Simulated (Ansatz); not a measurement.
# Al3Cu: course of a relaxation

Computed with Ansatz 0.2.0, DFT r2SCAN, scalar-relativistic, plane waves, PAW. Run with 500 eV cutoff, 18×18×8 k-mesh, Gaussian smearing of 0.10 eV, no spin polarisation.

What was changed: biaxial strain in the a-b plane, c and atoms relaxed: -2.0 %.

Command:

```bash
ansatz run input.yaml --threads 1 --pin off --max-ram 2560MiB --backend cpu --events-out ev --progress --plain --runs-dir out
```

Input:

```yaml
crystal:
  lattice:
    - [2.7183052466, 0.0, 0.0]
    - [0.0, 2.7183052466, 0.0]
    - [0.0, 0.0, 7.6829654707]
  atoms:
    - { symbol: Al, position: [0.0, 0.0, 0.5] }
    - { symbol: Al, position: [0.5, 0.5, 0.2244483639] }
    - { symbol: Al, position: [0.5, 0.5, 0.7755516361] }
    - { symbol: Cu, position: [0.0, 0.0, 0.0] }
basis:
  ecutwfc: 500
kpoints:
  mp_grid: { grid: [18, 18, 8] }
hamiltonian:
  xc: r2scan
scf:
  occupations: { method: gaussian, width: 0.1 }
output:
  forces: true
  stress: true
  eigenvalues: true
relax:
  adjacent_minimum: "off"
  f_tol: 0.008
  max_steps: 40
  cell: { stress_tol: 0.015, fix: [a, b, gamma] }
```

F is the free energy. Steps run on the plane waves of an earlier cell, but the last one, and at times one on the way, on a freshly chosen basis, so a repeated geometry can differ a little in energy. The held parts of the cell keep their stress, so P needn't end at zero.

Steps:

```csv
step,F − F(1) (eV),largest force component (eV/Å),V (Å³/atom),P (GPa)
1,0.0000,0.061,14.193,3.35
2,-0.0009,0.034,14.088,4.08
3,-0.0014,0.002,14.130,3.78
4,-0.0013,0.002,14.130,3.78
```

Relaxed structure:

```
CELL_PARAMETERS angstrom
2.71831 0.00000 0.00000
0.00000 2.71831 0.00000
0.00000 0.00000 7.64909
ATOMIC_POSITIONS crystal
Al 0.00000 0.00000 0.50000
Al 0.50000 0.50000 0.22548
Al 0.50000 0.50000 0.77452
Cu 0.00000 0.00000 0.00000
```

Symmetry: P4/mmm, No. 123, tetragonal system. The conventional cell has a = 2.718 Å, b = 2.718 Å, c = 7.649 Å, α = 90.00°, β = 90.00°, γ = 90.00°. Around Al (site symmetry 4/mmm) lie 12 Al at 2.72 to 2.85 Å. Al (site symmetry 4mm) is surrounded by 4 Cu at 2.58 Å and 8 Al at 2.72 to 2.85 Å. Around Cu (site symmetry 4/mmm) lie 8 Al at 2.58 Å and 4 Cu at 2.72 Å.

The run converged. The run took 3.9 min on 1 thread of Intel(R) Xeon(R) Processor @ 2.50GHz (Skylake/Cascade Lake), with other jobs on the host, peak memory 0.71 GiB.